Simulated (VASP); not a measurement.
**Results of a VASP single-point calculation on Si (strained diamond)**

POSCAR

```
Si
 1.0000000000000000
     0.0000000000000000    2.6540659233000001    2.7713727607999998
     2.6540659233000001    0.0000000000000000    2.7713727607999998
     2.6540659233000001    2.6540659233000001    0.0000000000000000
 Si
   2
Cartesian
  0.0000000000000000  0.0000000000000000  0.0000000000000000
  1.3270329616500001  1.3270329616500001  1.3856863803999999
```

The gap between bands v and c is 0.29 eV and the least direct gap is 2.42 eV.

Band v is the last that the valence electrons fill when counted band by band, and c is the next. Levels in eV from the top of v:

```csv
point,v−1,v,c,c+1
Γ,0.00,0.00,2.42,2.42
X,-3.13,-3.13,0.44,0.44
K,-4.54,-2.35,1.31,4.42
L,-1.55,-1.11,1.44,3.14
W,-4.06,-4.06,4.28,4.28
```

Q: Which of these levels of theory gave these results?
A. PBE
B. LDA
C. r²SCAN
D. PBE with spin–orbit coupling
E. PBEsol
F. HSE06
G. PBE0

A: A.

The INCAR was:

```
NSW = 0
LREAL = .FALSE.
SIGMA = 0.02
LASPH = .TRUE.
LWAVE = .FALSE.
IBRION = -1
LCHARG = .TRUE.
LELF = .TRUE.
PREC = Accurate
NELM = 120
ENCUT = 520
EDIFF = 1E-7
GGA = PE
ISIF = 2
ISMEAR = -1
NBANDS = 11
```
